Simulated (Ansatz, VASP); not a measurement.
## B in VASP and in Ansatz

```
B
1.0
     1.61366    0.00000    0.00000
     0.00000    2.84691    0.00000
     0.00000    0.00000    3.88813
B
2
Cartesian
  0.0000 1.4235 2.3689
  0.8068 0.0000 1.5192
```

Change from the starting cell: volume scaled by 0.98.

Alike in both runs: task single point; functional PBE; k mesh 16 × 9 × 7; occupations fermi-dirac, width 0.05 eV; no spin polarisation.

|  | VASP | Ansatz |
| --- | --- | --- |
| version | VASP 6.6.1 | Ansatz 0.2.0 |
| potentials or method | VASP PAW PBE potentials, release 64 (B) | Ansatz PAW |
| plane-wave cutoff (eV) | 520 | 420 |
| valence electrons in the cell | 6 | 6 |

|  | VASP | Ansatz | Ansatz less VASP |
| --- | --- | --- | --- |
| gap on the k mesh at the Fermi level (eV) | none | none | - |
| pressure (GPa) | 3.8 | 3.9 | +0.02 |
| largest component of the traceless stress (GPa) | 3.47 | 3.39 | -0.079 |
| rms of the force components (eV/Å) | 0.048 | 0.050 | +0.0014 |

Atom by atom the forces differ by 0.001 eV/Å (rms over components). A gap of «none» marks a metal or a gap that the smearing closes.

Caveats: this functional lacks dispersion, which binds the layers, so the pressure and a relaxed spacing across them are unreliable.
